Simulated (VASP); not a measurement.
# Ti: equation of state with PBE

Crystal: Ti.

```
Ti
1.0
     2.95000    0.00000    0.00000
    -1.47500    2.55477    0.00000
     0.00000    0.00000    4.68000
Ti
2
Direct
  0.66667 0.33333 0.75000
  0.33333 0.66667 0.25000
```

- Program: VASP 6.6.1
- Task: equation of state
- Functional: PBE
- Potentials or basis: VASP PAW PBE potentials, release 64 (Ti_sv)
- Cutoff: 520 eV
- k mesh: 10 × 10 × 6
- Occupations: fermi-dirac, width 0.05 eV
- Spin: no spin polarisation

```
Equilibrium volume                        : 17.37 Å³/atom
Bulk modulus at fixed shape and positions : 110 GPa
Pressure derivative of the bulk modulus   : 3.5
```

Energy against volume, from the lowest point:
```csv
volume (Å³/atom),energy (meV/atom)
16.577,13.10
16.930,3.79
17.283,0.00
17.636,1.26
17.988,7.14
18.341,17.22
18.694,31.15
```

All runs of the series together: 3.4 min on 1 thread of Intel(R) Xeon(R) Platinum 8488C (Sapphire Rapids) (shared host).

Caveat: the cell was scaled at fixed shape and fractional positions, which overstates the stiffness of a crystal with free parameters, most of all of layers and chains.
